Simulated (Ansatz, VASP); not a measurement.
**One calculation of SiGe, two programs**

INCAR

```
SYSTEM = SiGe
  PREC = Accurate
  ENCUT = 520
  EDIFF = 1E-7
  ISMEAR = 0
  SIGMA = 0.03
  LREAL = .FALSE.
  LASPH = .TRUE.
  NELM = 60
  ALGO = Normal
  ISIF = 2
  LWAVE = .FALSE.
  LCHARG = .FALSE.
  GGA = CA
  NBANDS = 26
```

File KPOINTS:

```
Automatic mesh
0
G
  12 12 6
  0 0 0
```

Contents of POSCAR:

```
SiGe
1.0
    3.8347660222      0.0000000000      0.0000000000
   -1.9173830111      3.3210047928      0.0000000000
    0.0000000000      0.0000000000      6.3373575767
Si Ge
2 2
Direct
    0.6666666667      0.3333333333      0.8745031008
    0.3333333333      0.6666666667      0.3745031008
    0.6666666667      0.3333333333      0.5239526465
    0.3333333333      0.6666666667      0.0239526465
```

Input for Ansatz:

```yaml
crystal:
  lattice:
    - [3.8347660222, 0.0, 0.0]
    - [-1.9173830111, 3.3210047928, 0.0]
    - [0.0, 0.0, 6.3373575767]
  atoms:
    - { symbol: Si, position: [0.6666666667, 0.3333333333, 0.8745031008] }
    - { symbol: Si, position: [0.3333333333, 0.6666666667, 0.3745031008] }
    - { symbol: Ge, position: [0.6666666667, 0.3333333333, 0.5239526465] }
    - { symbol: Ge, position: [0.3333333333, 0.6666666667, 0.0239526465] }
basis:
  ecutwfc: 420
kpoints:
  mp_grid: { grid: [12, 12, 6] }
hamiltonian:
  xc: lda
  pseudopotentials: { kind: paw, azcp: { folder: soft_1 } }
scf:
  occupations: { method: gaussian, width: 0.03 }
output:
  forces: true
  stress: true
  eigenvalues: true
  write_density: true
  write_potential: true
  elf: true
  volumetric_format: npy
```

Alike in both runs: task single point; functional LDA; k mesh 12 × 12 × 6; occupations gaussian, width 0.03 eV; no spin polarisation.

```csv
,VASP,Ansatz
version,VASP 6.6.1,Ansatz 0.2.0
potentials or method,"VASP PAW LDA potentials, release 64 (Si, Ge_d)","scalar-relativistic, plane waves, PAW"
plane-wave cutoff (eV),520,420
valence electrons in the cell,36,36
```

VASP gave:

```
gap on the k mesh at the Fermi level (eV)       : none
pressure (GPa)                                  : 3.2
largest component of the traceless stress (GPa) : 8.32
rms of the force components (eV/Å)              : 1.360
```

Q: Which values does Ansatz return?

A: gap on the k mesh at the Fermi level (eV): none; pressure (GPa): 3.1; largest component of the traceless stress (GPa): 8.29; rms of the force components (eV/Å): 1.359.

Atom by atom the forces differ by 0.001 eV/Å (rms over components). A gap of «none» marks a metal or a gap that the smearing closes. Ansatz warned: «pseudo_functional_mismatch».

Caveats: forces of over 1 eV/Å show positions far from the minimum, so gaps and moduli don't describe the material at rest.
